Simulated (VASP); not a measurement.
# Cu (Fm-3m) in VASP: further runs

Runs on Cu. Level: LDA. Tasks: relaxation of the atoms.

Everything below comes from runs of VASP 6.6.1. Logs are shortened: lines on timing, memory, paths and dates and some standing lists are left out, and cuts for length are marked.

## 1. The undisturbed crystal

Symmetry: Fm-3m, No. 225, cubic system. Conventional cell: a = 3.615 Å, b = 3.615 Å, c = 3.615 Å, α = 90.00°, β = 90.00°, γ = 90.00°. Around Cu (site symmetry m-3m) lie 12 Cu at 2.56 Å.

## 2. Relaxation of the atoms, LDA (a relaxed cell with its volume scaled by 1.02)

Contents of INCAR:

```
SYSTEM = Cu
PREC = Accurate
ENCUT = 600
EDIFF = 1E-7
ISMEAR = 1
SIGMA = 0.1
LREAL = .FALSE.
LASPH = .TRUE.
NELM = 80
ALGO = Normal
ISIF = 2
LWAVE = .FALSE.
LCHARG = .FALSE.
GGA = CA
IBRION = 2
NSW = 40
EDIFFG = -0.01
```

Contents of KPOINTS:

```
regular mesh
0
G
  18 18 18
  0 0 0
```

Contents of POSCAR:

```
Cu                                      
1.0
    0.0000000000      1.7740708753      1.7740708753
    1.7740708753      0.0000000000      1.7740708753
    1.7740708753      1.7740708753      0.0000000000
  Cu            
     1
Direct
     0.0000000000000000    0.0000000000000000    0.0000000000000000
```

Potentials or basis: VASP PAW LDA potentials, release 64 (Cu).

On the command line:

```console
$ cat potpaw_LDA.64/Cu/POTCAR > POTCAR
$ mpirun -np 1 vasp_std > vasp.out
```

OUTCAR:

```text
SYSTEM = Cu
   PREC = Accurate
   ENCUT = 600
   EDIFF = 1E-7
   ISMEAR = 1
   LREAL = .FALSE.
   LASPH = .TRUE.
   NELM = 80
   ISIF = 2
   GGA = CA
   IBRION = 2
   NSW = 40
   EDIFFG = -0.01

 ion  position               nearest neighbor table
   1  0.000  0.000  0.000-

  LATTYP: Found a face centered cubic cell.
 ALAT       =     3.5481417506

  Lattice vectors:

 A1 = (   0.0000000000,   1.7740708753,   1.7740708753)
 A2 = (   1.7740708753,   0.0000000000,   1.7740708753)
 A3 = (   1.7740708753,   1.7740708753,   0.0000000000)

Analysis of symmetry for initial positions (statically):
=====================================================================
 Subroutine PRICEL returns:
 Original cell was already a primitive cell.

 Routine SETGRP: Setting up the symmetry group for a
 face centered cubic supercell.

 Subroutine GETGRP returns: Found 48 space group operations
 (whereof 48 operations were pure point group operations)
 out of a pool of 48 trial point group operations.

The static configuration has the point symmetry O_h .

Analysis of symmetry for dynamics (positions and initial velocities):
=====================================================================
 Subroutine PRICEL returns:
 Original cell was already a primitive cell.

 Routine SETGRP: Setting up the symmetry group for a
 face centered cubic supercell.

 Subroutine GETGRP returns: Found 48 space group operations
 (whereof 48 operations were pure point group operations)
 out of a pool of 48 trial point group operations.

The dynamic configuration has the point symmetry O_h .

 Subroutine INISYM returns: Found 48 space group operations
 (whereof 48 operations are pure point group operations),
 and found     1 'primitive' translations

----------------------------------------------------------------------------------------

                                     Primitive cell

  volume of cell :      11.1672

  direct lattice vectors                    reciprocal lattice vectors
     0.000000000  1.774070875  1.774070875    -0.281837669  0.281837669  0.281837669
     1.774070875  0.000000000  1.774070875     0.281837669 -0.281837669  0.281837669
     1.774070875  1.774070875  0.000000000     0.281837669  0.281837669 -0.281837669

  length of vectors
     2.508915092  2.508915092  2.508915092     0.488157162  0.488157162  0.488157162

  position of ions in fractional coordinates (direct lattice)
     0.000000000  0.000000000  0.000000000

  ion indices of the primitive-cell ions
   primitive index   ion index
                 1           1

----------------------------------------------------------------------------------------

 KPOINTS: regular mesh

Automatic generation of k-mesh.
 Grid dimensions read from file:
 generate k-points for:   18   18   18

 Generating k-lattice:

  Cartesian coordinates                     Fractional coordinates (reciprocal lattice)
    -0.015657648  0.015657648  0.015657648     0.055555556  0.000000000  0.000000000
     0.015657648 -0.015657648  0.015657648     0.000000000  0.055555556  0.000000000
     0.015657648  0.015657648 -0.015657648     0.000000000  0.000000000  0.055555556

  Length of vectors
     0.027119842  0.027119842  0.027119842

  Shift w.r.t. Gamma in fractional coordinates (k-lattice)
     0.000000000  0.000000000  0.000000000

 Subroutine IBZKPT returns following result:
 ===========================================

 Found    195 irreducible k-points:

 Following reciprocal coordinates:
            Coordinates               Weight
  0.000000  0.000000  0.000000      1.000000
  0.055556  0.000000  0.000000      8.000000
  0.111111  0.000000  0.000000      8.000000
  0.166667  0.000000  0.000000      8.000000
  0.222222  0.000000  0.000000      8.000000
  0.277778  0.000000  0.000000      8.000000
[... 16 lines left out ...]
 -0.277778  0.055556  0.000000     24.000000
 -0.222222  0.055556  0.000000     24.000000
 [... further k-points ...]
   k-points           NKPTS =    195   k-points in BZ     NKDIM =    195   number of bands    NBANDS=      9
   number of dos      NEDOS =    301   number of ions     NIONS =      1
   total plane-waves  NPLWV =   8000
   dimension x,y,z NGX =    20 NGY =   20 NGZ =   20
   dimension x,y,z NGXF=    40 NGYF=   40 NGZF=   40
   ions per type =               1
   NGX,Y,Z   is equivalent  to a cutoff of  13.25, 13.25, 13.25 a.u.
   NGXF,Y,Z  is equivalent  to a cutoff of  26.50, 26.50, 26.50 a.u.
 SYSTEM =  Cu
   PREC   = accura    normal or accurate (medium, high low for compatibility)
   ISTART =      0    job   : 0-new  1-cont  2-samecut
   ICHARG =      2    charge: 1-file 2-atom 10-const
   ISPIN  =      1    spin polarized calculation?
   LNONCOLLINEAR =      F non collinear calculations
   LSORBIT =      F    spin-orbit coupling
   LASPH  =      T    aspherical Exc in radial PAW
   ENCUT  =  600.0 eV  44.10 Ry    6.64 a.u.   5.01  5.01  5.01*2*pi/ulx,y,z
   NELM   =     80;   NELMIN=  2; NELMDL= -5     # of ELM steps
   EDIFF  = 0.1E-06   stopping-criterion for ELM
   LREAL  =      F    real-space projection
   EDIFFG = -.1E-01   stopping-criterion for IOM
   NSW    =     40    number of steps for IOM
   IBRION =      2    ionic relax: 0-MD 1-quasi-New 2-CG
   NFREE  =      1    steps in history (QN), initial steepest desc. (CG)
   ISIF   =      2    stress and relaxation
   ISYM   =      2    0-nonsym 1-usesym 2-fastsym
   POTIM  = 0.5000    time-step for ionic-motion
   TEBEG  =    0.0;   TEEND  =   0.0 temperature during run
   PSTRESS=    0.0 pullay stress
   NELECT =      11.0000    total number of electrons
   NUPDOWN=      -1.0000    fix difference up-down
   EMIN   =  10.00;   EMAX   =-10.00  energy-range for DOS
   EFERMI =   0.00;   METHOD = LEGACY
   ISMEAR =     1;   SIGMA  =   0.10  broadening in eV -4-tet -1-fermi 0-gaus
   EFERMI_NEDOS =   21; number of points for ismear=-14 and -15
   IALGO  =     38    algorithm
   IMIX   =      4    mixing-type and parameters
     AMIX     =   0.40;   BMIX     =  1.00
     AMIX_MAG =   1.60;   BMIX_MAG =  1.00
  volume/ion in A,a.u.               =      11.17        75.36
  Fermi-wavevector in a.u.,A,eV,Ry     =   1.628889  3.078153 36.100047  2.653279
  Thomas-Fermi vector in A             =   2.721445
   LORBIT       =      0    0 simple, 1 ext, 2 COOP (PROOUT), +10 PAW based schemes
   GGA     = CA    functional components
   LHFCALC =     F    Hartree Fock is set to
   AEXX    =    0.0000 exact exchange contribution
   IVDW    =     0    specifies the selected vdW correction
   LEPSILON=     F    determine dielectric tensor
   LRPA    =     F    only Hartree local field effects (RPA)
 conjugate gradient relaxation of ions
 non-spin polarized calculation
 Methfessel and Paxton  Order N= 1 SIGMA  =   0.10
  energy-cutoff  :      600.00
  volume of cell :       11.17
 maximum number of plane-waves:       388
   NGX =  9   NGY =  9   NGZ =  9

 number of electron      11.0000011 magnetization

 Free energy of the ion-electron system (eV)
  ---------------------------------------------------
  ext. energy  EPLUGINS =         0.00000000
  ---------------------------------------------------
  free energy    TOTEN  =        -4.70509189 eV

  energy without entropy =       -4.70503582  energy(sigma->0) =       -4.70507320

 E-fermi :   8.0259     XC(G=0): -13.4324

 val. band max:        8.0257989972   @ k =   0.5000   0.1111   0.0000
 cond. band min:       8.0614660059   @ k =   0.5000   0.2778   0.1111
 fundamental gap:      0.0356670087
 Fermi energy:         8.0258770972

 k-point     1 :       0.0000    0.0000    0.0000
  band No.  band energies     occupation
      1      -1.7210      2.00000
      2       4.8168      2.00000
      3       4.8168      2.00000
      4       4.8168      2.00000
      5       5.7308      2.00000
      6       5.7308      2.00000
      7      31.1860      0.00000
      8      34.0991      0.00000
      9      34.0991      0.00000

 k-point     2 :       0.0556    0.0000    0.0000
  band No.  band energies     occupation
      1      -1.6039      2.00000
      2       4.7905      2.00000
      3       4.8403      2.00000
      4       4.8403      2.00000
      5       5.7213      2.00000
      6       5.7213      2.00000
      7      30.5886      0.00000
      8      32.6653      0.00000
      9      33.7346      0.00000

 k-point     3 :       0.1111    0.0000    0.0000
  band No.  band energies     occupation
      1      -1.2567      2.00000
      2       4.7190      2.00000
      3       4.9012      2.00000
      4       4.9012      2.00000
      5       5.7018      2.00000
      6       5.7018      2.00000
      7      28.2027      0.00000
      8      31.9854      0.00000
      9      33.0621      0.00000

 k-point     4 :       0.1667    0.0000    0.0000
  band No.  band energies     occupation
      1      -0.6938      2.00000
      2       4.6252      2.00000
      3       4.9690      2.00000
      4       4.9690      2.00000
      5       5.7011      2.00000
      6       5.7011      2.00000
      7      25.2761      0.00000
      8      31.7143      0.00000
      9      32.4173      0.00000
[... 205 lines left out ...]
 k-point    22 :      -0.3333    0.0556    0.0000
  band No.  band energies     occupation
      1       2.0422      2.00000
      2       4.8586      2.00000
      3       4.8787      2.00000
      4       4.9176      2.00000
      5       6.0145      2.00000
      6       6.3458      2.00000
      7      16.3021      0.00000
      8      28.2228      0.00000
      9      31.0566      0.00000

 k-point    23 :      -0.2778    0.0556    0.0000
  band No.  band energies     occupation
      1       1.2902      2.00000
      2       4.5575      2.00000
      3       4.9373      2.00000
      4       4.9855      2.00000
      5       5.8291      2.00000
      6       6.1220      2.00000
      7      18.8055      0.00000
      8      28.3658      0.00000
      9      31.7129      0.00000

 k-point    24 :      -0.2222    0.0556    0.0000
  band No.  band energies     occupation
      1       0.4260      2.00000
      2       4.4990      2.00000
      3       4.9911      2.00000
      4       5.0329      2.00000
      5       5.6744      2.00000
      6       5.9425      2.00000
      7      21.5169      0.00000
      8      28.6752      0.00000
      9      32.3912      0.00000

 [... further k-points ...]
[... 5 lines left out ...]
  --------------------------------------------------------------------------------------
  -------------------------------------------------------------------------------------
  Total       -0.2420644     -0.2420644     -0.2420644      0.0000000      0.0000000      0.0000000
  in kB      -34.7295099    -34.7295099    -34.7295099      0.0000000      0.0000000      0.0000000
  external PRESSURE =     -34.7295099 kB  Pullay stress =       0.0000000 kB

 VOLUME and BASIS-vectors are now :
 -----------------------------------------------------------------------------
  energy-cutoff  :      600.00
  volume of cell :       11.17
      direct lattice vectors                 reciprocal lattice vectors
     0.000000000  1.774070875  1.774070875    -0.281837669  0.281837669  0.281837669
     1.774070875  0.000000000  1.774070875     0.281837669 -0.281837669  0.281837669
     1.774070875  1.774070875  0.000000000     0.281837669  0.281837669 -0.281837669

 POSITION                                       TOTAL-FORCE (eV/Angst)
 -----------------------------------------------------------------------------------
      0.00000      0.00000      0.00000         0.000000      0.000000     -0.000000
 -----------------------------------------------------------------------------------
    total drift:                                0.000000      0.000000      0.000000

  FREE ENERGIE OF THE ION-ELECTRON SYSTEM (eV)
  ---------------------------------------------------
  free  energy   TOTEN  =        -4.7050918851 eV

  energy  without entropy=       -4.7050358187  energy(sigma->0) =       -4.70507320

 reached required accuracy - stopping structural energy minimisation
```

Wall time 17 s (1 thread of Intel Xeon Platinum 8259CL at 2.50GHz (Skylake/Cascade Lake), shared host); peak memory 0.13 GiB.

What came out:

| Item | Value |
| --- | --- |
| Free energy | -4.7051 eV |
| Pressure after relaxing | -3.5 GPa |
| Band gap on the k mesh | none (metal or under the smearing width) |

Final structure:
```
Cu
1.0
     0.00000    1.77407    1.77407
     1.77407    0.00000    1.77407
     1.77407    1.77407    0.00000
Cu
1
Direct
  0.00000 0.00000 0.00000
```

Caveat: the relaxation stopped at its first step, so nothing moved.

## 3. Relaxation of the atoms, LDA (a relaxed cell with its volume scaled by 1.04)

INCAR is that of step 2.

KPOINTS is that of step 2.

Contents of POSCAR:

```
Cu                                      
1.0
    0.0000000000      1.7855911389      1.7855911389
    1.7855911389      0.0000000000      1.7855911389
    1.7855911389      1.7855911389      0.0000000000
  Cu            
     1
Direct
     0.0000000000000000    0.0000000000000000    0.0000000000000000
```

Potentials or basis: VASP PAW LDA potentials, release 64 (Cu).

On the command line:

```console
$ cat potpaw_LDA.64/Cu/POTCAR > POTCAR
$ mpirun -np 1 vasp_std > vasp.out
```

It took 31 s on 1 thread of Intel Xeon Platinum 8259CL at 2.50GHz (Skylake/Cascade Lake), shared host; peak memory 0.14 GiB.

The run converged. Its results:

```yaml
Free_energy: -4.6983 eV
Pressure_after_relaxing: -6.5 GPa
Band_gap_on_the_k_mesh: none (metal or under the smearing width)
```

Final structure:
```yaml
crystal:
  lattice:
    - [0.00000, 1.78559, 1.78559]
    - [1.78559, 0.00000, 1.78559]
    - [1.78559, 1.78559, 0.00000]
  atoms:
    - { symbol: Cu, position: [0.00000, 0.00000, 0.00000] }
```

Levels at points of the mesh, in eV from the Fermi level:
```tsv
k point	band 4	band 5	band 6	band 7	band 8	band 9
(0.00, 0.00, 0.00)	-3.15	-2.26	-2.26	23.01	25.76	25.76
(0.50, 0.00, 0.00)	-1.66	-1.66	-1.05	3.95	21.51	22.52
(0.50, 0.50, 0.00)	-1.51	-1.51	1.50	7.41	13.32	13.32
```

Caveat: the relaxation stopped at its first step, so nothing moved.
